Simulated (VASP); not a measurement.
# FeNi3 (Awaruite) (Pm-3m) in VASP: a series of runs

One crystal, FeNi3 (Awaruite), is run at these levels: r2SCAN; tasks: single point.

Everything below comes from runs of VASP 6.6.1. Logs are shortened: lines on timing, memory, paths and dates and some standing lists are left out, and cuts for length are marked.

### Step 1. The structure

The structure is cubic, space group Pm-3m (No. 221). Conventional cell: a = 3.545 Å, b = 3.545 Å, c = 3.545 Å, α = 90.00°, β = 90.00°, γ = 90.00°. Fe (site symmetry m-3m) has 12 Ni at 2.51 Å as nearest neighbours. Ni (site symmetry 4/mmm) is surrounded by 4 Fe at 2.51 Å and 8 Ni at 2.51 Å.

### Step 2. Single point, r2SCAN, collinear spin, typed start

Contents of POSCAR:

```
FeNi3
1.0
    3.5450000000      0.0000000000      0.0000000000
    0.0000000000      3.5450000000      0.0000000000
    0.0000000000      0.0000000000      3.5450000000
Fe Ni
1 3
Direct
    0.0000000000      0.0000000000      0.0000000000
    0.0000000000      0.5000000000      0.5000000000
    0.5000000000      0.0000000000      0.5000000000
    0.5000000000      0.5000000000      0.0000000000
```

Contents of INCAR.step1:

```
PREC = Accurate
ENCUT = 520
ISMEAR = -1
SIGMA = 0.1
LREAL = F
LASPH = T
NELM = 150
ISPIN = 2
MAGMOM = 2.4 -1 1 -1
LMAXMIX = 4
NBANDS = 31
GGA = PE
ALGO = Normal
EDIFF = 1E-4
LWAVE = T
LCHARG = F
```

Contents of INCAR.step2:

```
PREC = Accurate
ENCUT = 520
EDIFF = 1E-6
ISMEAR = -1
SIGMA = 0.1
LREAL = F
LASPH = T
NELM = 150
ALGO = Normal
ISIF = 2
LWAVE = F
LCHARG = T
ISPIN = 2
MAGMOM = 2.4 -1 1 -1
LORBIT = 11
LMAXMIX = 4
METAGGA = R2SCAN
LMIXTAU = T
LELF = T
LVHAR = T
NBANDS = 31
ISTART = 1
```

Contents of KPOINTS:

```
regular mesh
0
Gamma
  5 5 5
```

Potentials or basis: VASP PAW PBE potentials, release 64 (Fe, Ni).

Run with:

```
$ cat potpaw_PBE.64/Fe/POTCAR potpaw_PBE.64/Ni/POTCAR > POTCAR
$ cp INCAR.step1 INCAR
$ mpirun -np 1 vasp_std > vasp.out
$ cp INCAR.step2 INCAR
$ mpirun -np 1 vasp_std > vasp.out
```

OUTCAR:

```text
PREC = Accurate
   ENCUT = 520
   EDIFF = 1E-6
   ISMEAR = -1
   LREAL = F
   LASPH = T
   NELM = 150
   ISIF = 2
   ISPIN = 2
   LORBIT = 11
   METAGGA = R2SCAN
   ISTART = 1

 ion  position               nearest neighbor table
   1  0.000  0.000  0.000-   2 2.51   3 2.51   4 2.51   2 2.51   3 2.51   2 2.51   4 2.51   2 2.51
                             3 2.51   4 2.51   3 2.51   4 2.51
   2  0.000  0.500  0.500-   1 2.51   3 2.51   4 2.51   1 2.51   4 2.51   1 2.51   3 2.51   1 2.51
                             3 2.51   4 2.51   4 2.51   3 2.51
   3  0.500  0.000  0.500-   1 2.51   2 2.51   4 2.51   1 2.51   4 2.51   2 2.51   4 2.51   4 2.51
                             1 2.51   2 2.51   1 2.51   2 2.51
   4  0.500  0.500  0.000-   1 2.51   2 2.51   3 2.51   2 2.51   3 2.51   1 2.51   3 2.51   3 2.51
                             1 2.51   2 2.51   2 2.51   1 2.51

  LATTYP: Found a simple cubic cell.
 ALAT       =     3.5450000000

  Lattice vectors:

 A1 = (   3.5450000000,   0.0000000000,   0.0000000000)
 A2 = (   0.0000000000,   3.5450000000,   0.0000000000)
 A3 = (   0.0000000000,   0.0000000000,   3.5450000000)

Analysis of symmetry for initial positions (statically):
=====================================================================
 Subroutine PRICEL returns:
 Original cell was already a primitive cell.

 Routine SETGRP: Setting up the symmetry group for a
 simple cubic supercell.

 Subroutine GETGRP returns: Found 48 space group operations
 (whereof 48 operations were pure point group operations)
 out of a pool of 48 trial point group operations.

The static configuration has the point symmetry O_h .

Analysis of symmetry for dynamics (positions and initial velocities):
=====================================================================
 Subroutine PRICEL returns:
 Original cell was already a primitive cell.

 Routine SETGRP: Setting up the symmetry group for a
 simple cubic supercell.

 Subroutine GETGRP returns: Found 48 space group operations
 (whereof 48 operations were pure point group operations)
 out of a pool of 48 trial point group operations.

The dynamic configuration has the point symmetry O_h .

Analysis of structural, dynamic, and magnetic symmetry:
=====================================================================
 Subroutine PRICEL returns:
 Original cell was already a primitive cell.

 Routine SETGRP: Setting up the symmetry group for a
 simple cubic supercell.

 Subroutine GETGRP returns: Found 16 space group operations
 (whereof 16 operations were pure point group operations)
 out of a pool of 48 trial point group operations.

The overall configuration has the point symmetry D_4h.

 Subroutine INISYM returns: Found 16 space group operations
 (whereof 16 operations are pure point group operations),
 and found     1 'primitive' translations

----------------------------------------------------------------------------------------

                                     Primitive cell

  volume of cell :      44.5501

  direct lattice vectors                    reciprocal lattice vectors
     3.545000000  0.000000000  0.000000000     0.282087447  0.000000000  0.000000000
     0.000000000  3.545000000  0.000000000     0.000000000  0.282087447  0.000000000
     0.000000000  0.000000000  3.545000000     0.000000000  0.000000000  0.282087447

  length of vectors
     3.545000000  3.545000000  3.545000000     0.282087447  0.282087447  0.282087447

  position of ions in fractional coordinates (direct lattice)
     0.000000000  0.000000000  0.000000000
     0.000000000  0.500000000  0.500000000
     0.500000000  0.000000000  0.500000000
     0.500000000  0.500000000  0.000000000

  ion indices of the primitive-cell ions
   primitive index   ion index
                 1           1
                 2           2
                 3           3
                 4           4

----------------------------------------------------------------------------------------

 KPOINTS: regular mesh

Automatic generation of k-mesh.
 Grid dimensions read from file:
 generate k-points for:    5    5    5

 Generating k-lattice:

  Cartesian coordinates                     Fractional coordinates (reciprocal lattice)
     0.056417489  0.000000000  0.000000000     0.200000000  0.000000000  0.000000000
     0.000000000  0.056417489  0.000000000     0.000000000  0.200000000  0.000000000
     0.000000000  0.000000000  0.056417489     0.000000000  0.000000000  0.200000000

  Length of vectors
     0.056417489  0.056417489  0.056417489

  Shift w.r.t. Gamma in fractional coordinates (k-lattice)
     0.000000000  0.000000000  0.000000000

 Subroutine IBZKPT returns following result:
 ===========================================

 Found     18 irreducible k-points:

 Following reciprocal coordinates:
            Coordinates               Weight
  0.000000  0.000000  0.000000      1.000000
  0.200000  0.000000  0.000000      4.000000
  0.000000  0.200000  0.000000      2.000000
  0.400000  0.000000  0.000000      4.000000
  0.000000  0.400000  0.000000      2.000000
  0.200000  0.200000  0.000000      8.000000
[... 10 lines left out ...]
  0.400000  0.200000  0.400000      8.000000
  0.400000  0.400000  0.400000      8.000000
   k-points           NKPTS =     18   k-points in BZ     NKDIM =     18   number of bands    NBANDS=     31
   number of dos      NEDOS =    301   number of ions     NIONS =      4
   total plane-waves  NPLWV =  21952
   dimension x,y,z NGX =    28 NGY =   28 NGZ =   28
   dimension x,y,z NGXF=    56 NGYF=   56 NGZF=   56
   ions per type =               1   3
   NGX,Y,Z   is equivalent  to a cutoff of  13.13, 13.13, 13.13 a.u.
   NGXF,Y,Z  is equivalent  to a cutoff of  26.26, 26.26, 26.26 a.u.
 SYSTEM =  unknown system
   PREC   = accura    normal or accurate (medium, high low for compatibility)
   ISTART =      1    job   : 0-new  1-cont  2-samecut
   ICHARG =      0    charge: 1-file 2-atom 10-const
   ISPIN  =      2    spin polarized calculation?
   LNONCOLLINEAR =      F non collinear calculations
   LSORBIT =      F    spin-orbit coupling
   LASPH  =      T    aspherical Exc in radial PAW
   ENCUT  =  520.0 eV  38.22 Ry    6.18 a.u.   6.59  6.59  6.59*2*pi/ulx,y,z
   NELM   =    150;   NELMIN=  2; NELMDL=  0     # of ELM steps
   EDIFF  = 0.1E-05   stopping-criterion for ELM
   LREAL  =      F    real-space projection
   EDIFFG = 0.1E-04   stopping-criterion for IOM
   NSW    =      0    number of steps for IOM
   IBRION =     -1    ionic relax: 0-MD 1-quasi-New 2-CG
   NFREE  =      0    steps in history (QN), initial steepest desc. (CG)
   ISIF   =      2    stress and relaxation
   ISYM   =      2    0-nonsym 1-usesym 2-fastsym
   POTIM  = 0.5000    time-step for ionic-motion
   TEBEG  =    0.0;   TEEND  =   0.0 temperature during run
   PSTRESS=    0.0 pullay stress
   NELECT =      38.0000    total number of electrons
   NUPDOWN=      -1.0000    fix difference up-down
   EMIN   =  10.00;   EMAX   =-10.00  energy-range for DOS
   EFERMI =   0.00;   METHOD = LEGACY
   ISMEAR =    -1;   SIGMA  =   0.10  broadening in eV -4-tet -1-fermi 0-gaus
   EFERMI_NEDOS =   21; number of points for ismear=-14 and -15
   IALGO  =     38    algorithm
   IMIX   =      4    mixing-type and parameters
     AMIX     =   0.40;   BMIX     =  1.00
     AMIX_MAG =   1.60;   BMIX_MAG =  1.00
  volume/ion in A,a.u.               =      11.14        75.16
  Fermi-wavevector in a.u.,A,eV,Ry     =   1.552577  2.933945 32.796776  2.410495
  Thomas-Fermi vector in A             =   2.656932
   LORBIT       =     11    0 simple, 1 ext, 2 COOP (PROOUT), +10 PAW based schemes
   METAGGA = R2SCAN    functional components
   LHFCALC =     F    Hartree Fock is set to
   AEXX    =    0.0000 exact exchange contribution
   IVDW    =     0    specifies the selected vdW correction
   LEPSILON=     F    determine dielectric tensor
   LRPA    =     F    only Hartree local field effects (RPA)
 spin polarized calculation
  energy-cutoff  :      520.00
  volume of cell :       44.55
 maximum number of plane-waves:      1217
 NGX is ok and might be reduce to    28
   NGX = 13   NGY = 13   NGZ = 13

 number of electron      37.9999985 magnetization       4.9166810

 Free energy of the ion-electron system (eV)
  ---------------------------------------------------
  ext. energy  EPLUGINS =         0.00000000
  ---------------------------------------------------
  free energy    TOTEN  =       -50.71242982 eV

  energy without entropy =      -50.63557769  energy(sigma->0) =      -50.67400375

 E-fermi :   8.6434     XC(G=0): -14.2762

 val. band max:        8.6303786294   @ k =   0.2000   0.0000   0.0000
 cond. band min:       8.6705573202   @ k =   0.4000   0.2000   0.2000
 fundamental gap:      0.0401786907
 Fermi energy:         8.6433998509

 spin component 1

 k-point     1 :       0.0000    0.0000    0.0000
  band No.  band energies     occupation
      1      -0.8977      1.00000
      2       2.6043      1.00000
      3       2.6043      1.00000
      4       3.3808      1.00000
      5       3.3808      1.00000
      6       3.3808      1.00000
[... 601 lines left out ...]
     30      28.8247      0.00000
     31      29.0954      0.00000
 Fermi energy:         8.6433998509

 spin component 2

 k-point     1 :       0.0000    0.0000    0.0000
  band No.  band energies     occupation
      1      -1.2554      1.00000
      2       3.9886      1.00000
      3       4.0822      1.00000
      4       4.0822      1.00000
      5       4.8608      1.00000
      6       4.8608      1.00000
[... 601 lines left out ...]
     30      28.8341      0.00000
     31      29.1822      0.00000

------------------------ aborting loop because EDIFF is reached ----------------------------------------

  FORCE on cell =-STRESS in cart. coord.  units (eV):
  Direction    XX          YY          ZZ          XY          YZ          ZX
  --------------------------------------------------------------------------------------
  -------------------------------------------------------------------------------------
  Total       -1.6506164     -1.6505648     -1.6506164     -0.0000000      0.0000000     -0.0000000
  in kB      -59.3619307    -59.3600750    -59.3619307     -0.0000000      0.0000000     -0.0000000
  external PRESSURE =     -59.3613122 kB  Pullay stress =       0.0000000 kB

 VOLUME and BASIS-vectors are now :
 -----------------------------------------------------------------------------
  energy-cutoff  :      520.00
  volume of cell :       44.55
      direct lattice vectors                 reciprocal lattice vectors
     3.545000000  0.000000000  0.000000000     0.282087447  0.000000000  0.000000000
     0.000000000  3.545000000  0.000000000     0.000000000  0.282087447  0.000000000
     0.000000000  0.000000000  3.545000000     0.000000000  0.000000000  0.282087447

 POSITION                                       TOTAL-FORCE (eV/Angst)
 -----------------------------------------------------------------------------------
      0.00000      0.00000      0.00000         0.000000      0.000000      0.000000
      0.00000      1.77250      1.77250         0.000000      0.000000      0.000000
      1.77250      0.00000      1.77250         0.000000      0.000000      0.000000
      1.77250      1.77250      0.00000         0.000000      0.000000      0.000000
 -----------------------------------------------------------------------------------
    total drift:                                0.000000      0.000000      0.000000

  FREE ENERGIE OF THE ION-ELECTRON SYSTEM (eV)
  ---------------------------------------------------
  free  energy   TOTEN  =       -50.7124298196 eV

  energy  without entropy=      -50.6355776864  energy(sigma->0) =      -50.67400375

 total charge

# of ion       s       p       d       tot
------------------------------------------
    1        0.480   0.527   6.047   7.054
    2        0.518   0.531   8.336   9.385
    3        0.518   0.531   8.336   9.385
    4        0.518   0.531   8.336   9.385
--------------------------------------------------
tot          2.034   2.121  31.054  35.210

 magnetization (x)

# of ion       s       p       d       tot
------------------------------------------
    1        0.021  -0.020   3.130   3.131
    2       -0.023  -0.079   0.741   0.639
    3       -0.023  -0.079   0.741   0.639
    4       -0.023  -0.079   0.741   0.639
--------------------------------------------------
tot         -0.049  -0.257   5.354   5.049
```

It took 3.6 min on 1 thread of Intel Xeon Platinum 8259CL at 2.50GHz (Skylake/Cascade Lake), shared host; peak memory 0.2 GiB.

What came out:

```
Free energy                                           : -50.7124 eV
Pressure                                              : -5.9 GPa
Band gap on the k mesh                                : none (metal or under the smearing width)
Net moment                                            : 4.92 μB per cell
Site moments                                          : Fe +3.13; Ni +0.64 μB
Valence electrons inside the program's atomic spheres : Fe 7.05; Ni 9.38
```

Caveat: the PAW data sets were made with another functional, which shifts forces and pressure a little.

### Step 3. Single point, r2SCAN, collinear spin, typed start

POSCAR is that of step 2.

Contents of INCAR.step1:

```
SYSTEM = FeNi3
PREC = Accurate
ENCUT = 520
ISMEAR = -1
SIGMA = 0.1
LREAL = .False.
LASPH = .True.
NELM = 150
ISPIN = 2
MAGMOM = 2.4 -1 1 -1
LMAXMIX = 4
NBANDS = 31
GGA = PE
ALGO = Normal
EDIFF = 1E-4
LWAVE = .True.
LCHARG = .False.
```

Contents of INCAR.step2:

```
SYSTEM = FeNi3
PREC = Accurate
ENCUT = 520
EDIFF = 1E-7
ISMEAR = -1
SIGMA = 0.1
LREAL = .False.
LASPH = .True.
NELM = 150
ALGO = Normal
ISIF = 2
LWAVE = .False.
LCHARG = .False.
ISPIN = 2
MAGMOM = 2.4 -1 1 -1
LORBIT = 11
LMAXMIX = 4
METAGGA = R2SCAN
LMIXTAU = .True.
NBANDS = 31
ISTART = 1
```

Contents of KPOINTS:

```
Automatic mesh
0
Gamma
  3 3 3
  0 0 0
```

Potentials or basis: VASP PAW PBE potentials, release 64 (Fe, Ni).

Run with:

```
$ cat potpaw_PBE.64/Fe/POTCAR potpaw_PBE.64/Ni/POTCAR > POTCAR
$ cp INCAR.step1 INCAR
$ mpirun -np 1 vasp_std > vasp.out
$ cp INCAR.step2 INCAR
$ mpirun -np 1 vasp_std > vasp.out
```

OUTCAR:

```text
SYSTEM = FeNi3
   PREC = Accurate
   ENCUT = 520
   EDIFF = 1E-7
   ISMEAR = -1
   LREAL = .False.
   LASPH = .True.
   NELM = 150
   ISIF = 2
   ISPIN = 2
   LORBIT = 11
   METAGGA = R2SCAN
   ISTART = 1

 ion  position               nearest neighbor table
   1  0.000  0.000  0.000-   2 2.51   3 2.51   4 2.51   2 2.51   3 2.51   2 2.51   4 2.51   2 2.51
                             3 2.51   4 2.51   3 2.51   4 2.51
   2  0.000  0.500  0.500-   1 2.51   3 2.51   4 2.51   1 2.51   4 2.51   1 2.51   3 2.51   1 2.51
                             3 2.51   4 2.51   4 2.51   3 2.51
   3  0.500  0.000  0.500-   1 2.51   2 2.51   4 2.51   1 2.51   4 2.51   2 2.51   4 2.51   4 2.51
[... 623 lines left out ...]
     0.000000000  3.545000000  0.000000000     0.000000000  0.282087447  0.000000000
     0.000000000  0.000000000  3.545000000     0.000000000  0.000000000  0.282087447

 POSITION                                       TOTAL-FORCE (eV/Angst)
 -----------------------------------------------------------------------------------
      0.00000      0.00000      0.00000         0.000000      0.000000      0.000000
      0.00000      1.77250      1.77250         0.000000      0.000000      0.000000
      1.77250      0.00000      1.77250         0.000000      0.000000      0.000000
      1.77250      1.77250      0.00000         0.000000      0.000000      0.000000
 -----------------------------------------------------------------------------------
    total drift:                                0.000000      0.000000      0.000000

  FREE ENERGIE OF THE ION-ELECTRON SYSTEM (eV)
  ---------------------------------------------------
  free  energy   TOTEN  =       -50.7275118356 eV

  energy  without entropy=      -50.6317893676  energy(sigma->0) =      -50.67965060

 total charge

# of ion       s       p       d       tot
------------------------------------------
    1        0.478   0.517   6.064   7.059
    2        0.515   0.520   8.356   9.390
    3        0.515   0.520   8.356   9.390
    4        0.515   0.520   8.356   9.390
--------------------------------------------------
tot          2.022   2.076  31.132  35.230

 magnetization (x)

# of ion       s       p       d       tot
------------------------------------------
    1        0.015  -0.018   3.065   3.061
    2       -0.029  -0.078   0.613   0.506
    3       -0.029  -0.078   0.613   0.506
    4       -0.029  -0.078   0.613   0.506
--------------------------------------------------
tot         -0.072  -0.252   4.904   4.580
```

Wall time 1.8 min (1 thread of Intel Xeon Platinum 8259CL at 2.50GHz (Skylake/Cascade Lake), shared host); peak memory 0.18 GiB.

What came out:

```
Free energy                                           : -50.7275 eV
Pressure                                              : -7.2 GPa
Band gap on the k mesh                                : none (metal or under the smearing width)
Net moment                                            : 4.45 μB per cell
Site moments                                          : Fe +3.06; Ni +0.51 μB
Valence electrons inside the program's atomic spheres : Fe 7.06; Ni 9.39
```

Caveat: the k mesh is coarse (spacing up to 0.59 Å⁻¹), so the values aren't converged; the PAW data sets were made with another functional, which shifts forces and pressure a little.
